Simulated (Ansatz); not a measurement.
## One input, then a changed one: Ag (beta tin type)

First run: DFT, PBE, norm-conserving pseudopotentials, Ansatz's default files, scalar-relativistic (Ansatz 0.2.0).

Command: `ansatz run input.yaml --threads 1 --pin off --max-ram 2048MiB --backend cpu --events-out ev --progress --plain --runs-dir out` It took 11 s on 1 thread of AMD EPYC 9R45 96-Core Processor (Zen 5) (shared host), peak memory 0.72 GiB.

```yaml
crystal:
  lattice:
    - [-2.6608906731, 2.6608906731, 1.3950071283]
    - [2.6608906731, -2.6608906731, 1.3950071283]
    - [2.6608906731, 2.6608906731, -1.3950071283]
  atoms:
    - { symbol: Ag, position: [-0.375, -0.125, -0.25] }
    - { symbol: Ag, position: [0.375, 0.125, 0.25] }
kpoints:
  mp_grid: { grid: [15, 15, 15] }
scf:
  occupations: { method: fermi_dirac, width: 0.1 }
hamiltonian:
  xc: pbe
  pseudopotentials: { kind: nc }
output:
  forces: true
  stress: true
  eigenvalues: true
```

The cell comes from a relaxation on PAW files under the same functional, begun from a prototype that needn't be the stable phase.

This run: the series' base cell.

It converges in 7 SCF iterations at a pressure of 0.03 GPa, cutoff 960 eV.

The input is then changed:

```diff
   occupations: { method: fermi_dirac, width: 0.1 }
+  algorithm: direct_min
+  n_extra_bands: 1
 hamiltonian:
   eigenvalues: true
+basis:
+  ecutwfc: "350 eV"
```

**Question.** Predict the outcome of the changed run.

**Answer.** It converges in 7 SCF iterations at a pressure of -23.3 GPa, cutoff 350 eV, free energy +40.21 eV/atom against the first run's. More than one line changes, and not each need have an effect. Some of the changed settings are coarser than converged work would use.
